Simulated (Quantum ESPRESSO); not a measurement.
# CuO (Tenorite) under changes of volume

One of the cells (10.163 Å³/atom); the others are scaled copies at fixed shape and fractional positions:

```
Cu O
1.0
     2.34465   -1.71340    0.00000
     2.34465    1.71340    0.00000
    -0.86055    0.00000    5.05944
Cu O
2 2
Direct
  0.49680 0.00320 0.50000
  0.00320 0.49680 0.00000
  0.40560 0.57140 0.75370
  0.57140 0.40560 0.25370
```

| Quantity | Value |
| --- | --- |
| Program | Quantum ESPRESSO 7.5 |
| Functional | LDA |
| Potentials or basis | GBRV 1.5 LDA |
| Cutoff | 762 eV |
| Density cutoff | 6095 eV |
| k mesh | 7 × 7 × 4 |
| Occupations | fermi-dirac, width 0.05 eV |
| Spin | no spin polarisation |

| volume (Å³/atom) | energy over the lowest point (meV/atom) | pressure (GPa) | largest force (eV/Å) |
| --- | --- | --- | --- |
| 9.553 | 1.95 | 3.3 | 0.897 |
| 9.756 | 0.00 | -1.2 | 0.825 |
| 9.959 | ? | ? | ? |
| 10.163 | 11.59 | -8.7 | 0.802 |
| 10.366 | 24.02 | -11.9 | 0.802 |
| 10.569 | 40.23 | -14.6 | 0.808 |
| 10.772 | 59.76 | -17.1 | 0.817 |

Question: What does the run at 9.959 Å³/atom give?

Answer: Energy over the lowest point 3.40 meV/atom; pressure -5.2 GPa; largest force 0.809 eV/Å.

Worked out: A Birch-Murnaghan fit of order 3 (a polynomial in V^(-2/3)) to the other rows has its minimum at 9.72 Å³/atom with B0 = V·E''(V) = 206 GPa and B' = 4.6 at fixed shape and positions, which overstates the stiffness. It gives 3.39 meV/atom at 9.959 Å³/atom, against the run's 3.40, and -dE/dV = -4.6 GPa, against -5.2.

Energies are extrapolated to zero smearing.

Caveats: the run has no spin polarisation, though such a crystal can be magnetic.
